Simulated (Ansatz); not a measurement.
Write the native input for Ansatz 0.2.0 that does the following.

* Task: density of states
* Functional: PBE
* Potentials or basis: Ansatz PAW
* Cutoff: 420 eV (not typed: the program's choice for these potentials)
* k mesh: 8 × 8 × 4
* Occupations: fermi-dirac, width 0.05 eV
* Spin: no spin polarisation

Crystal: TiTe2.

```
CELL_PARAMETERS angstrom
3.77700 0.00000 0.00000
-1.88850 3.27098 0.00000
0.00000 0.00000 6.49800
ATOMIC_POSITIONS crystal
Te 0.33333 0.66667 0.73720
Te 0.66667 0.33333 0.26280
Ti 0.00000 0.00000 0.00000
```

One way to write it, as run:

input.yaml

```yaml
crystal:
  lattice:
    - [3.777, 0.0, 0.0]
    - [-1.8885, 3.2709779501, 0.0]
    - [0.0, 0.0, 6.498]
  atoms:
    - { symbol: Te, position: [0.3333333333, 0.6666666667, 0.7372] }
    - { symbol: Te, position: [0.6666666667, 0.3333333333, 0.2628] }
    - { symbol: Ti, position: [0.0, 0.0, 0.0] }
hamiltonian:
  xc: pbe
  pseudopotentials: { kind: paw }
kpoints:
  mp_grid: { grid: [8, 8, 4] }
scf:
  occupations: { method: fermi_dirac, width: 0.05 }
  n_extra_bands: 7
output:
  forces: true
  stress: true
  eigenvalues: true
  dos: { projected: false, de: 0.05, nscf_kmesh: { grid: [12, 12, 6] } }
```

Potentials or basis: Ansatz PAW.

Run with:

```bash
$ ansatz run input.yaml --threads 2 --pin off --max-ram 5120MiB --backend cpu --events-out ev --progress --plain --runs-dir out
```

It gave:

```yaml
Pressure: 0.9 GPa
Largest_force: 0.012 eV/Å
Band_gap_on_the_k_mesh: none (metal or under the smearing width)
Density_of_states_at_the_Fermi_level: 1.26 states/eV per cell
```

Caveat: this functional lacks dispersion, which binds the layers, so the pressure and a relaxed spacing across them are unreliable.

Run time: 4.6 s on 2 threads of Arm Neoverse V1 (shared host), peak memory 0.39 GiB.
